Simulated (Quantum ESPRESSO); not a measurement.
# Si (I4/mmm) in Quantum ESPRESSO: further runs

Runs on Si. Level: PBEsol. Tasks: single point, equation of state.

Program: Quantum ESPRESSO 7.5. These are calculated values, not measurements. Logs are shortened: lines on timing, memory, paths and dates and some standing lists are left out, and cuts for length are marked.

## (1) The structure

The structure is tetragonal, space group I4/mmm (No. 139). Conventional cell: a = 3.254 Å, b = 3.254 Å, c = 2.641 Å, α = 90.00°, β = 90.00°, γ = 90.00°. Si (site symmetry 4/mmm) is surrounded by 10 Si at 2.64 to 2.65 Å.

This isn't the form of Si at room conditions, which is diamond.

## (2) Single point, PBEsol, 13.14 Å³/atom

pw.in reads:

```
&CONTROL
  calculation = 'scf'
  prefix = 'pwscf'
  outdir = './tmp'
  pseudo_dir = './pseudo'
  tstress = .true.
  disk_io = 'nowf'
/
&SYSTEM
  ibrav = 0
  nat = 1
  ntyp = 1
  ecutwfc = 45
  ecutrho = 360
  nbnd = 7
  occupations = 'smearing'
  smearing = 'fd'
  degauss = 0.00367493
/
&ELECTRONS
  conv_thr = 2d-10
  electron_maxstep = 120
  mixing_beta = 0.5
/
ATOMIC_SPECIES
Si    28.0850 si_pbesol_v1.uspp.F.UPF
CELL_PARAMETERS angstrom
  -1.5937032655    1.5937032655    1.2933767800
   1.5937032655   -1.5937032655    1.2933767800
   1.5937032655    1.5937032655   -1.2933767800
ATOMIC_POSITIONS crystal
Si     0.0000000000    0.0000000000    0.0000000000
K_POINTS automatic
13 13 13 0 0 0
```

Potentials or basis: GBRV 1.5 PBEsol.

Launch:

```
$ OMP_NUM_THREADS=1 mpirun -n 2 pw.x -nk 2 -in pw.in > pw.out
```

pw.out:

```text
This program is part of the open-source Quantum ESPRESSO suite
     for quantum simulation of materials; please cite
         "P. Giannozzi et al., J. Phys.:Condens. Matter 21 395502 (2009);
         "P. Giannozzi et al., J. Phys.:Condens. Matter 29 465901 (2017);
         "P. Giannozzi et al., J. Chem. Phys. 152 154105 (2020);
     in publications or presentations arising from this work. More details at

     Message from routine setup:
     using ibrav=0 with symmetry is DISCOURAGED, use correct ibrav instead

     K-points division:     npool     =       2
     Subspace diagonalization in iterative solution of the eigenvalue problem:
     a serial algorithm will be used

     G-vector sticks info
     --------------------
     sticks:   dense  smooth     PW     G-vecs:    dense   smooth      PW
     Sum         595     301    109                10259     3639     735

     Using Slab Decomposition

     bravais-lattice index     =            0
     lattice parameter (alat)  =       4.9106  a.u.
     unit-cell volume          =      88.6741 (a.u.)^3
     number of atoms/cell      =            1
     number of atomic types    =            1
     number of electrons       =         4.00
     number of Kohn-Sham states=            7
     kinetic-energy cutoff     =      45.0000  Ry
     charge density cutoff     =     360.0000  Ry
     scf convergence threshold =      2.0E-10
     mixing beta               =       0.5000
     number of iterations used =            8  plain     mixing
     Exchange-correlation= SLA  PW   PSX  PSC
                           (   1   4  10   8   0   0   0)

     celldm(1)=   4.910599  celldm(2)=   0.000000  celldm(3)=   0.000000
     celldm(4)=   0.000000  celldm(5)=   0.000000  celldm(6)=   0.000000

     crystal axes: (cart. coord. in units of alat)
               a(1) = (  -0.613298   0.613298   0.497725 )
               a(2) = (   0.613298  -0.613298   0.497725 )
               a(3) = (   0.613298   0.613298  -0.497725 )

     reciprocal axes: (cart. coord. in units 2 pi/alat)
               b(1) = (  0.000000  0.815264  1.004571 )
               b(2) = (  0.815264  0.000000  1.004571 )
               b(3) = (  0.815264  0.815264  0.000000 )

     PseudoPot. # 1 for Si read from file:
     si_pbesol_v1.uspp.F.UPF
     Pseudo is Ultrasoft + core correction, Zval =  4.0
     Generated by new atomic code, or converted to UPF format
     Using radial grid of  899 points,  6 beta functions with:
                l(1) =   0
                l(2) =   0
                l(3) =   1
                l(4) =   1
                l(5) =   2
                l(6) =   2
     Q(r) pseudized with  8 coefficients,  rinner =    0.900   0.900   0.900
                                                       0.900   0.900

     atomic species   valence    mass     pseudopotential
     Si                4.00    28.08500     Si( 1.00)

     16 Sym. Ops., with inversion, found

   Cartesian axes

     site n.     atom                  positions (alat units)
         1        Si     tau(   1) = (   0.0000000   0.0000000   0.0000000  )

     number of k points=   196  Fermi-Dirac smearing, width (Ry)=  0.0037

     Number of k-points >= 100: set verbosity='high' to print them.

     Dense  grid:    10259 G-vectors     FFT dimensions: (  30,  30,  30)

     Smooth grid:     3639 G-vectors     FFT dimensions: (  24,  24,  24)

     Initial potential from superposition of free atoms

     starting charge       3.9994, renormalised to       4.0000
     Starting wfcs are    4 randomized atomic wfcs +    3 random wfcs

     Self-consistent Calculation

     iteration #  1     ecut=    45.00 Ry     beta= 0.50
     Davidson diagonalization with overlap
     ethr =  1.00E-02,  avg # of iterations =  5.6

     Threshold (ethr) on eigenvalues was too large:
     Diagonalizing with lowered threshold

     Davidson diagonalization with overlap
     ethr =  1.08E-04,  avg # of iterations =  2.7

     total energy              =      -9.53167455 Ry
     estimated scf accuracy    <       0.00427820 Ry

     iteration #  2     ecut=    45.00 Ry     beta= 0.50
     Davidson diagonalization with overlap
     ethr =  1.07E-04,  avg # of iterations =  1.0

     total energy              =      -9.53146849 Ry
     estimated scf accuracy    <       0.00084576 Ry

     iteration #  3     ecut=    45.00 Ry     beta= 0.50
     Davidson diagonalization with overlap
     ethr =  2.11E-05,  avg # of iterations =  1.5

     total energy              =      -9.53152423 Ry
     estimated scf accuracy    <       0.00000492 Ry

     iteration #  4     ecut=    45.00 Ry     beta= 0.50
     Davidson diagonalization with overlap
     ethr =  1.23E-07,  avg # of iterations =  4.2

     total energy              =      -9.53154011 Ry
     estimated scf accuracy    <          1.9E-09 Ry

     iteration #  5     ecut=    45.00 Ry     beta= 0.50
     Davidson diagonalization with overlap
     ethr =  4.64E-11,  avg # of iterations =  4.0

     End of self-consistent calculation

     Number of k-points >= 100: set verbosity='high' to print the bands.

     the Fermi energy is    11.9222 ev

!    total energy              =      -9.53154013 Ry
     estimated scf accuracy    <          1.5E-10 Ry
     smearing contrib. (-TS)   =      -0.00034952 Ry
     internal energy E=F+TS    =      -9.53119062 Ry

     The total energy is F=E-TS. E is the sum of the following terms:
     one-electron contribution =       5.16041316 Ry
     hartree contribution      =       0.03280495 Ry
     xc contribution           =      -4.37991048 Ry
     ewald contribution        =     -10.34449824 Ry

     convergence has been achieved in   5 iterations

     Computing stress (Cartesian axis) and pressure

          total   stress  (Ry/bohr**3)                   (kbar)     P=       81.51
   0.00060193   0.00000000  -0.00000000           88.55        0.00       -0.00
   0.00000000   0.00060193   0.00000000            0.00       88.55        0.00
   0.00000000  -0.00000000   0.00045840            0.00       -0.00       67.43

=------------------------------------------------------------------------------=
   JOB DONE.
=------------------------------------------------------------------------------=
```

Run time: 5.3 s. Hardware: 2 MPI ranks of Arm Neoverse V1, shared host; peak memory 0.12 GiB.

What came out:

```
Free energy            : -129.6832 eV
Pressure               : 8.2 GPa
Band gap on the k mesh : none (metal or under the smearing width)
```

## (3) Single point, PBEsol, 13.42 Å³/atom

Changes to pw.in since step 2:

```diff
@@ -27,5 +27,5 @@
 CELL_PARAMETERS angstrom
-  -1.5937032655    1.5937032655    1.2933767800
-   1.5937032655   -1.5937032655    1.2933767800
-   1.5937032655    1.5937032655   -1.2933767800
+  -1.6049268977    1.6049268977    1.3024853673
+   1.6049268977   -1.6049268977    1.3024853673
+   1.6049268977    1.6049268977   -1.3024853673
 ATOMIC_POSITIONS crystal
```

Potentials or basis: GBRV 1.5 PBEsol.

Launch:

```
$ OMP_NUM_THREADS=1 mpirun -n 2 pw.x -nk 2 -in pw.in > pw.out
```

It took 5.2 s on 2 MPI ranks of Arm Neoverse V1, shared host; peak memory 0.12 GiB.

Results (log left out):

```yaml
Free_energy: -129.6950 eV
Pressure: 5.5 GPa
Band_gap_on_the_k_mesh: none (metal or under the smearing width)
```

## (4) Single point, PBEsol, 13.70 Å³/atom

Changes to pw.in since step 3:

```diff
@@ -27,5 +27,5 @@
 CELL_PARAMETERS angstrom
-  -1.6049268977    1.6049268977    1.3024853673
-   1.6049268977   -1.6049268977    1.3024853673
-   1.6049268977    1.6049268977   -1.3024853673
+  -1.6159957088    1.6159957088    1.3114683088
+   1.6159957088   -1.6159957088    1.3114683088
+   1.6159957088    1.6159957088   -1.3114683088
 ATOMIC_POSITIONS crystal
```

Launch:

```
$ OMP_NUM_THREADS=1 mpirun -n 2 pw.x -nk 2 -in pw.in > pw.out
```

Wall time 5.8 s (2 MPI ranks of Arm Neoverse V1, shared host); peak memory 0.12 GiB.

Results (log left out):

| Property | Result |
| --- | --- |
| Free energy | -129.7024 eV |
| Pressure | 3.1 GPa |
| Band gap on the k mesh | none (metal or under the smearing width) |

## (5) Single point, PBEsol, 13.98 Å³/atom

Changes to pw.in since step 4:

```diff
@@ -27,5 +27,5 @@
 CELL_PARAMETERS angstrom
-  -1.6159957088    1.6159957088    1.3114683088
-   1.6159957088   -1.6159957088    1.3114683088
-   1.6159957088    1.6159957088   -1.3114683088
+  -1.6269149300    1.6269149300    1.3203298500
+   1.6269149300   -1.6269149300    1.3203298500
+   1.6269149300    1.6269149300   -1.3203298500
 ATOMIC_POSITIONS crystal
```

Launch:

```
$ OMP_NUM_THREADS=1 mpirun -n 2 pw.x -nk 2 -in pw.in > pw.out
```

Run time: 5.8 s. Hardware: 2 MPI ranks of Arm Neoverse V1, shared host; peak memory 0.12 GiB.

It converged, with:

```yaml
Free_energy: -129.7059 eV
Pressure: 0.9 GPa
Band_gap_on_the_k_mesh: none (metal or under the smearing width)
```

## (6) Single point, PBEsol, 14.26 Å³/atom

Changes to pw.in since step 5:

```diff
@@ -27,5 +27,5 @@
 CELL_PARAMETERS angstrom
-  -1.6269149300    1.6269149300    1.3203298500
-   1.6269149300   -1.6269149300    1.3203298500
-   1.6269149300    1.6269149300   -1.3203298500
+  -1.6376895151    1.6376895151    1.3290740111
+   1.6376895151   -1.6376895151    1.3290740111
+   1.6376895151    1.6376895151   -1.3290740111
 ATOMIC_POSITIONS crystal
```

Potentials or basis: GBRV 1.5 PBEsol.

Launch:

```
$ OMP_NUM_THREADS=1 mpirun -n 2 pw.x -nk 2 -in pw.in > pw.out
```

It took 5.9 s on 2 MPI ranks of Arm Neoverse V1, shared host; peak memory 0.12 GiB.

The run converged. Its results:

* Free energy: -129.7057 eV
* Pressure: -1.1 GPa
* Band gap on the k mesh: none (metal or under the smearing width)

## (7) Single point, PBEsol, 14.54 Å³/atom

Changes to pw.in since step 6:

```diff
@@ -27,5 +27,5 @@
 CELL_PARAMETERS angstrom
-  -1.6376895151    1.6376895151    1.3290740111
-   1.6376895151   -1.6376895151    1.3290740111
-   1.6376895151    1.6376895151   -1.3290740111
+  -1.6483241605    1.6483241605    1.3377046037
+   1.6483241605   -1.6483241605    1.3377046037
+   1.6483241605    1.6483241605   -1.3377046037
 ATOMIC_POSITIONS crystal
```

Launch:

```
$ OMP_NUM_THREADS=1 mpirun -n 2 pw.x -nk 2 -in pw.in > pw.out
```

Run time: 6 s. Hardware: 2 MPI ranks of Arm Neoverse V1, shared host; peak memory 0.12 GiB.

It converged, with:

| Item | Value |
| --- | --- |
| Free energy | -129.7023 eV |
| Pressure | -2.8 GPa |
| Band gap on the k mesh | none (metal or under the smearing width) |

## (8) Single point, PBEsol, 14.82 Å³/atom

Changes to pw.in since step 7:

```diff
@@ -27,5 +27,5 @@
 CELL_PARAMETERS angstrom
-  -1.6483241605    1.6483241605    1.3377046037
-   1.6483241605   -1.6483241605    1.3377046037
-   1.6483241605    1.6483241605   -1.3377046037
+  -1.6588233236    1.6588233236    1.3462252449
+   1.6588233236   -1.6588233236    1.3462252449
+   1.6588233236    1.6588233236   -1.3462252449
 ATOMIC_POSITIONS crystal
```

Launch:

```
$ OMP_NUM_THREADS=1 mpirun -n 2 pw.x -nk 2 -in pw.in > pw.out
```

Run time: 6 s. Hardware: 2 MPI ranks of Arm Neoverse V1, shared host; peak memory 0.12 GiB.

The run converged. Its results:

| Item | Value |
| --- | --- |
| Free energy | -129.6962 eV |
| Pressure | -4.2 GPa |
| Band gap on the k mesh | none (metal or under the smearing width) |

## (9) Equation of state, PBEsol

Potentials or basis: GBRV 1.5 PBEsol.

This step only gathers the single runs of the series.

What came out:

| Property | Result |
| --- | --- |
| Equilibrium volume | 14.10 Å³/atom |
| Bulk modulus at fixed shape and positions | 98 GPa |
| Pressure derivative of the bulk modulus | 4.8 (rough: it moves with the points fitted) |

Energy against volume, from the lowest point:
| volume (Å³/atom) | energy (meV/atom) |
| --- | --- |
| 13.140 | 22.66 |
| 13.420 | 10.85 |
| 13.699 | 3.43 |
| 13.979 | 0.00 |
| 14.258 | 0.21 |
| 14.538 | 3.59 |
| 14.818 | 9.69 |

Caveat: the cell was scaled at fixed shape and fractional positions, which overstates the stiffness of a crystal with free parameters, most of all of layers and chains.
